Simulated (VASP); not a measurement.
## Si2Ni (Fm-3m) under uniaxial stress along [001]

Wanted: the elastic response of Si2Ni to uniaxial stress along [001], with a fit that predicts a row left out.

Calculated with VASP 6.6.1; PBEsol, no spin polarisation; plane waves and PAW (Ni, Si), in the first sound run; inputs show where later runs differ.

**1. Starting point**

The structure is cubic, space group Fm-3m (No. 225). The conventional cell has a = 5.406 Å, b = 5.406 Å, c = 5.406 Å, α = 90.00°, β = 90.00°, γ = 90.00°. Ni has 8 Si at 2.34 Å nearest. Si has 4 Ni at 2.34 Å nearest. Farther neighbours are not listed.

Coordinates:

```cif
data_structure
_symmetry_space_group_name_H-M 'P 1'
_symmetry_Int_Tables_number 1
_cell_length_a 3.8226
_cell_length_b 3.8226
_cell_length_c 3.8226
_cell_angle_alpha 60.000
_cell_angle_beta 60.000
_cell_angle_gamma 60.000
_cell_volume 39.50
loop_
_atom_site_label
_atom_site_type_symbol
_atom_site_fract_x
_atom_site_fract_y
_atom_site_fract_z
_atom_site_occupancy
Ni1 Ni 0.00000 0.00000 0.00000 1
Si2 Si 0.25000 0.25000 0.25000 1
Si3 Si 0.75000 0.75000 0.75000 1
```

**2. Relax the crystal, PBEsol**

The series starts from the cell that this level prefers, so that zero strain is near zero stress.

Level: PBEsol, no spin polarisation; plane waves and PAW (Ni, Si).

INCAR

```
SYSTEM = Si2Ni
PREC = Accurate
ENCUT = 450
EDIFF = 1E-07
NELM = 120
ISMEAR = 1
SIGMA = 0.15
LREAL = .FALSE.
ALGO = Normal
GGA = PS
NBANDS = 15
LASPH = .TRUE.
LORBIT = 11
LWAVE = .FALSE.
LCHARG = .FALSE.
KPAR = 8
IBRION = 2
NSW = 40
ISIF = 3
EDIFFG = -0.005
POTIM = 0.4
```

POSCAR

```
Si2Ni
1.0
    0.0000000000      2.7030000000      2.7030000000
    2.7030000000      0.0000000000      2.7030000000
    2.7030000000      2.7030000000      0.0000000000
Ni Si
1 2
Direct
    0.0000000000      0.0000000000      0.0000000000
    0.2500000000      0.2500000000      0.2500000000
    0.7500000000      0.7500000000      0.7500000000
```

KPOINTS

```
Automatic mesh
0
Gamma
16 16 16
0 0 0
```

PAW data sets: Ni and Si (PBE family, release 64).

The run is started by

```bash
mpirun -np 8 vasp_std
```

The log of the run:

```text
[banner, memory and clock lines left out]
running    8 mpi-ranks, on    1 nodes
[...]
|                                                                             |
|           W    W    AA    RRRRR   N    N  II  N    N   GGGG   !!!           |
|           W    W   A  A   R    R  NN   N  II  NN   N  G    G  !!!           |
|           W    W  A    A  R    R  N N  N  II  N N  N  G       !!!           |
|           W WW W  AAAAAA  RRRRR   N  N N  II  N  N N  G  GGG   !            |
|           WW  WW  A    A  R   R   N   NN  II  N   NN  G    G                |
|           W    W  A    A  R    R  N    N  II  N    N   GGGG   !!!           |
|                                                                             |
|     For optimal performance we recommend to set                             |
|       NCORE = 2 up to number-of-cores-per-socket                            |
|     NCORE specifies how many cores store one orbital (NPAR=cpu/NCORE).      |
|     This setting can greatly improve the performance of VASP for DFT.       |
[...]
DAV:  10    -0.189811640539E+02   -0.59244E-08   -0.30253E-08  2308   0.131E-03
   2 F= -.18981164E+02 E0= -.18981031E+02  d E =-.105453E-02
 trial-energy change:   -0.001055  1 .order   -0.001022   -0.004054    0.002010
 step:   0.6756(harm=  0.6685)  dis= 0.00000  next Energy=   -18.981489 (dE=-0.138E-02)
[...]
N       E                     dE             d eps       ncg     rms          rms(c)
DAV:   1    -0.189864508653E+02   -0.52868E-02   -0.37716E-02  4777   0.400E+00    0.681E-01
DAV:   2    -0.189977300231E+02   -0.11279E-01   -0.88467E-02  5270   0.772E+00    0.112E+00
DAV:   3    -0.189816333718E+02    0.16097E-01   -0.42283E-02  5137   0.531E+00    0.114E-01
DAV:   4    -0.189814929225E+02    0.14045E-03   -0.74816E-04  4560   0.280E-01    0.249E-02
DAV:   5    -0.189814890603E+02    0.38622E-05   -0.30760E-05  6723   0.883E-02    0.100E-02
DAV:   6    -0.189814889806E+02    0.79705E-07   -0.22596E-06  5967   0.156E-02    0.241E-03
DAV:   7    -0.189814890948E+02   -0.11417E-06   -0.12562E-07  3398   0.301E-03    0.129E-03
DAV:   8    -0.189814891833E+02   -0.88485E-07   -0.13800E-08  2399   0.170E-03
   3 F= -.18981489E+02 E0= -.18981338E+02  d E =-.137966E-02
[...]
reached required accuracy - stopping structural energy minimisation
```

The job ended after 40 s (8 MPI ranks of Intel Xeon Platinum 8259CL at 2.50GHz (Skylake/Cascade Lake), shared host; peak memory 1.8 GiB; 5.1 min of CPU time).

The logs omit lines about the potential files and the build; timing stands in the text.

From OUTCAR (step 2):

```text
  Total        0.0013613      0.0013613      0.0013613      0.0000000      0.0000000      0.0000000
  in kB        0.0556899      0.0556899      0.0556899      0.0000000      0.0000000      0.0000000
  external PRESSURE =       0.0556899 kB  Pullay stress =       0.0000000 kB

 POSITION                                       TOTAL-FORCE (eV/Angst)
 -----------------------------------------------------------------------------------
      0.00000     -0.00000      0.00000         0.000000      0.000000     -0.000000
      1.34769      1.34769      1.34769         0.000000      0.000000     -0.000000
      4.04308      4.04308      4.04308        -0.000000     -0.000000      0.000000
 -----------------------------------------------------------------------------------
    total drift:                               -0.000000     -0.000000      0.000000

  FREE ENERGIE OF THE ION-ELECTRON SYSTEM (eV)
  ---------------------------------------------------
  free  energy   TOTEN  =       -18.9814891833 eV

  energy  without entropy=      -18.9810352346  energy(sigma->0) =      -18.98133787

 reached required accuracy - stopping structural energy minimisation

[... 3 further parts left out ...]
[key lines of the parts left out:]
E-fermi :  10.4797
```

This run gave:

- energy(sigma→0) of the program: -18.9813 eV
- stress, compression positive: xx, yy, zz 0.01, 0.01, 0.01 GPa
- volume: 39.165 Å³
- ionic steps: 3

**3. Strain across the axis, PBEsol**

One member in full: the axis is strained by 2 %, and the two directions across it are strained alike until their mean stress is under 0.012 GPa or five steps are spent.

This step took 3 runs, each at a new trial strain with the atoms of the one before; the last is shown.

Level: PBEsol, no spin polarisation; plane waves and PAW (Ni, Si); cell typed or built by script.

INCAR, as its differences from that of step 2:

```diff
@@ -15,7 +15,7 @@
 LCHARG = .FALSE.
-KPAR = 8
-IBRION = 2
-NSW = 40
-ISIF = 3
-EDIFFG = -0.005
-POTIM = 0.4
+KPAR = 2
+IBRION = 1
+NSW = 25
+ISIF = 2
+EDIFFG = -0.004
+POTIM = 0.3
```

POSCAR

```
Si2Ni
1.0
    0.0000000000      2.6731680940      2.7492939210
    2.6731680940      0.0000000000      2.7492939210
    2.6731680940      2.6731680940      0.0000000000
Ni Si
1 2
Direct
    0.0000000000      0.0000000000      0.0000000000
    0.2500000000      0.2500000000      0.2500000000
    0.7500000000      0.7500000000      0.7500000000
```

KPOINTS is that of step 2.

The run is started by

```bash
mpirun -np 2 vasp_std
```

The log of the run:

```text
[banner, memory and clock lines left out]
running    2 mpi-ranks, on    1 nodes
[...]
[... a notice as in an earlier step ...]

 LDA part: xc-table for (Slater+PW92), standard interpolation
 POSCAR, INCAR and KPOINTS ok, starting setup
[...]
entering main loop
       N       E                     dE             d eps       ncg     rms          rms(c)
DAV:   1     0.584391485413E+02    0.58439E+02   -0.71647E+03 10614   0.109E+03
DAV:   2    -0.180689463594E+02   -0.76508E+02   -0.70489E+02 11317   0.209E+02
DAV:   3    -0.212046302402E+02   -0.31357E+01   -0.30745E+01 13806   0.470E+01
DAV:   4    -0.212565120047E+02   -0.51882E-01   -0.51835E-01 12358   0.586E+00
[...]
DAV:  13    -0.189779563866E+02    0.53357E-05   -0.17467E-05 13877   0.105E-01    0.591E-03
DAV:  14    -0.189779563307E+02    0.55858E-07   -0.15300E-06 12213   0.120E-02    0.297E-03
DAV:  15    -0.189779563393E+02   -0.85895E-08   -0.18158E-07  8702   0.102E-02
   1 F= -.18977956E+02 E0= -.18977963E+02  d E =-.189780E+02
 BRION: g(F)=  0.155E-47 g(S)=  0.000E+00
 reached required accuracy - stopping structural energy minimisation
```

Run time: 81 s. Hardware: 2 MPI ranks; peak memory 0.55 GiB; 2.6 min of CPU time.

Parts of OUTCAR (step 3):

```text
  Total       -0.0004520     -0.0004520     -0.3582194      0.0000000     -0.0000000     -0.0000000
  in kB       -0.0184292     -0.0184292    -14.6068311      0.0000000     -0.0000000     -0.0000000
  external PRESSURE =      -4.8812298 kB  Pullay stress =       0.0000000 kB

 POSITION                                       TOTAL-FORCE (eV/Angst)
 -----------------------------------------------------------------------------------
      0.00000      0.00000      0.00000         0.000000      0.000000     -0.000000
      1.33658      1.33658      1.37465        -0.000000     -0.000000      0.000000
      4.00975      4.00975      4.12394         0.000000      0.000000     -0.000000
 -----------------------------------------------------------------------------------
    total drift:                               -0.000000     -0.000000      0.000000

  FREE ENERGIE OF THE ION-ELECTRON SYSTEM (eV)
  ---------------------------------------------------
  free  energy   TOTEN  =       -18.9779563393 eV

  energy  without entropy=      -18.9779749508  energy(sigma->0) =      -18.97796254

[... 1 part as in an earlier step ...]

[... 3 further parts left out ...]
[key lines of the parts left out:]
E-fermi :  10.4311
```

Numbers from this step:

* energy(sigma→0) of the program: -18.9780 eV
* stress, compression positive: xx, yy, zz 0.00, 0.00, -1.46 GPa
* ionic steps: 1

**4. The whole series**

The other members went through these steps as far as the tables show, with the same cutoff and, step by step, the same mesh; 24 runs are not shown. The session took 1.2 core hours (wall time by ranks) on a shared machine.

```
strain along the axis (%)  strain across the axis (%)  stress along the axis, tension positive (GPa)  energy above the unstrained row, extrapolated to no smearing (meV/atom)
                   -2.000                       0.856                                         -1.531                                                                    1.150
                   -1.500                       0.646                                         -1.096                                                                    0.610
                   -1.000                       0.433                                              ?                                                                        ?
                   -0.500                       0.216                                         -0.343                                                                    0.065
                        0                       0.000                                          0.000                                                                    0.000
                    0.500                      -0.211                                          0.352                                                                    0.064
                    1.000                      -0.418                                          0.711                                                                    0.266
                    1.500                      -0.623                                          1.074                                                                    0.606
                    2.000                      -0.824                                          1.461                                                                    1.086
```

**5. A fit to the known rows**

Fitting a parabola to the 8 known rows (e: strain in %) gives stress = − 0.008743 e² + 0.7360 e + 0.001748 in GPa; the residuals are 0.020 GPa r.m.s.

For the withheld row, e = -1, the fit gives -0.743 GPa.

**6. Checking the prediction**

The calculation gives -0.699 GPa, so the prediction is 0.044 GPa too low, more than twice the residual of the fit.

Slopes at zero strain, from cubics through all rows: strain ratio -0.427, stress over strain 69 GPa.

**7. Summary of results**

```yaml
error_of_the_predicted_stress: -0.044 GPa
poisson_ratio: 0.427
young_s_modulus_along_the_axis: 69 GPa
```

In words: As a check, the curvature of the energy gives 63 GPa for the same modulus (energy per volume = E/2 × strain²), 8 % from the slope of the stress; these energies are extrapolated to no smearing, while the stress belongs to the free energy, so part of the difference may come from that. These are static values: temperature and zero-point motion are left out. In a metal the slopes also depend on mesh and smearing, which were held through the series.

[Lines on the potential files, build, host, timing and source positions are cut from VASP's logs without a mark.]

[Logs are printed without paths, hosts, clocks, repeated set-up lines and the standing remarks that a program may print on its own settings, such as how far it seeks lower states.]

[Hosts, paths, dates, database ids (printed as entryN), source tags and the programs' standing remarks are cut or masked in the printed files.]

[In band tables of VASP the shares of atoms and orbitals are scaled to a sum of 1 inside the atoms' spheres.]
